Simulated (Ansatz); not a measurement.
BeO (wurtzite)

```xyz
4
Lattice="2.7118 0.0000 0.0000 -1.3559 2.3485 0.0000 0.0000 0.0000 4.4046" Properties=species:S:1:pos:R:3 pbc="T T T"
Be     1.3559     0.7828     0.0066
Be     0.0000     1.5657     2.2088
O      1.3559     0.7828     2.7472
O      0.0000     1.5657     0.5449
```

In each cell atom 2 (Be, nearest neighbour O at 1.656 Å; its periodic images, 2.7 Å or more away, move with it) moves by s·(0.000, 0.946, 0.325) (towards the nearest neighbour), the rest being held.

All values below come from PBE (plane waves to 420 eV, PAW, scalar-relativistic; Ansatz, an electronic-structure program). k mesh 11×11×6 (Γ-centred), Fermi-Dirac smearing 0.05 eV. E stands for the smeared free energy. BeO was relaxed with its symmetry unable to fall. ΔE is measured from the undisplaced structure.

```json
[
 {"s (Å)": "-0.330", "ΔE (meV/cell)": "374"},
 {"s (Å)": "-0.264", "ΔE (meV/cell)": "265"},
 {"s (Å)": "-0.198", "ΔE (meV/cell)": "165"},
 {"s (Å)": "-0.132", "ΔE (meV/cell)": "81"},
 {"s (Å)": "-0.066", "ΔE (meV/cell)": "22"},
 {"s (Å)": "0.000", "ΔE (meV/cell)": "0"},
 {"s (Å)": "0.066", "ΔE (meV/cell)": "28"},
 {"s (Å)": "0.132", "ΔE (meV/cell)": "123"},
 {"s (Å)": "0.198", "ΔE (meV/cell)": "309"},
 {"s (Å)": "0.264", "ΔE (meV/cell)": "withheld"},
 {"s (Å)": "0.330", "ΔE (meV/cell)": "1093"}
]
```

Q: Fit a polynomial form (powers 2, 3, 4) to the given rows and predict ΔE at s = 0.264.

A: Least squares on the 10 given rows: ΔE = (5718)·s² + (9942)·s³ + (9391)·s⁴, in meV/cell with s in Å; root-mean-square residual 3.0 meV/cell. At 0.264 the fit gives 627 meV/cell; the calculation gives 617 meV/cell, so the interpolation is off by 10 (+1.6 %). The quadratic term alone would give 399 meV/cell.

(A displaced cell: forces are minus the slopes of the energy, force constants its curvatures, and phonons follow from these.)
